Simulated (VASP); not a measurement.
A run of VASP 6.6.1:

File INCAR:

```
PREC = Accurate ; ENCUT = 520
EDIFF = 1E-7 ; ISMEAR = 0
SIGMA = 0.1 ; LREAL = F
LASPH = T ; NELM = 120
ALGO = Normal ; ISIF = 3
LWAVE = F ; LCHARG = F
GGA = PE ; IBRION = 2
NSW = 60 ; EDIFFG = -0.005
POTIM = 0.3 ; KPAR = 8
```

KPOINTS

```
Automatic mesh
0
Gamma
  10 10 8
```

POSCAR

```
Te2Pt                                   
1.0
    4.0866439409      0.0000000000      0.0000000000
   -2.0433219705      3.5391374673      0.0000000000
    0.0000000000     -0.0000000000      5.3681378193
  Te              Pt            
     2     1
Direct
     0.3333333300000021    0.6666666699999979    0.2537768696275832
     0.6666666699999979    0.3333333300000021    0.7462231303724169
     0.0000000000000000    1.0000000000000000    0.0000000000000000
```

Potentials or basis: VASP PAW PBE potentials, release 64 (Te, Pt).

The run is started by

```sh
$ cat potpaw_PBE.64/Te/POTCAR potpaw_PBE.64/Pt/POTCAR > POTCAR
$ mpirun -np 8 vasp_std > vasp.out
```

Hardware: 8 MPI ranks on Intel(R) Xeon(R) Platinum 8375C CPU @ 2.90GHz (Ice Lake) (shared host).

Estimate the wall time of this run.

It took 95 s on 8 MPI ranks on Intel(R) Xeon(R) Platinum 8375C CPU @ 2.90GHz (Ice Lake), on a shared host, peak memory 0.29 GiB a rank. Counts: scf iterations 38, k points 94, ion steps 6.
